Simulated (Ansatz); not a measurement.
# Mg2S3: the cost of one run

Computed with Ansatz 0.2.0 (DFT PBE, scalar-relativistic, plane waves, PAW, unless a step's input says otherwise).

### Step 1. The starting structure

Symmetry: P-3m1, No. 164, trigonal system. Conventional cell: a = 4.177 Å, b = 4.177 Å, c = 6.499 Å, α = 90.00°, β = 90.00°, γ = 120.00°. Around Mg (site symmetry 3m) lie 7 S at 2.52 to 2.89 Å. S (site symmetry -3m) has 6 Mg at 2.89 Å as nearest neighbours. S (site symmetry 3m) is surrounded by 4 Mg at 2.52 to 2.60 Å.

As a file:

```
Mg S
1.0
     4.17720    0.00000    0.00000
    -2.08860    3.61756    0.00000
     0.00000    0.00000    6.49904
Mg S
2 3
Direct
  0.33333 0.66667 0.24500
  0.66667 0.33333 0.75500
  0.00000 0.00000 0.00000
  0.33333 0.66667 0.64500
  0.66667 0.33333 0.35500
```

(A quick probe on a coarse mesh, which set the mesh and smearing, is not shown.)

### Step 3. A loose first relaxation

The input, input.yaml:

```yaml
crystal:
  lattice:
    - [4.1772001014, 0.0, 0.0]
    - [-2.0886000507, 3.6175614045, 0.0]
    - [0.0, 0.0, 6.4990448278]
  atoms:
    - { symbol: Mg, position: [0.3333333333, 0.6666666667, 0.245] }
    - { symbol: Mg, position: [0.6666666667, 0.3333333333, 0.755] }
    - { symbol: S, position: [0.0, 0.0, 0.0] }
    - { symbol: S, position: [0.3333333333, 0.6666666667, 0.645] }
    - { symbol: S, position: [0.6666666667, 0.3333333333, 0.355] }
basis:
  ecutwfc: 420
kpoints:
  mp_grid: { grid: [6, 6, 4] }
hamiltonian:
  xc: pbe
scf:
  occupations: { method: gaussian, width: 0.1 }
  lower_state_search: "off"
output:
  forces: true
  stress: true
  eigenvalues: true
relax:
  adjacent_minimum: "off"
  f_tol: 0.04
  max_steps: 70
  cell: { stress_tol: 0.4 }
```

Command:

```sh
ansatz run input.yaml --threads 1 --pin off --max-ram 2560MiB --backend cpu --events-out ev --progress --plain --runs-dir out
```

Q: Estimate wall time and peak memory on 1 thread of Arm Neoverse V1, shared host.

About 44 s, with a peak of 0.36 GiB.
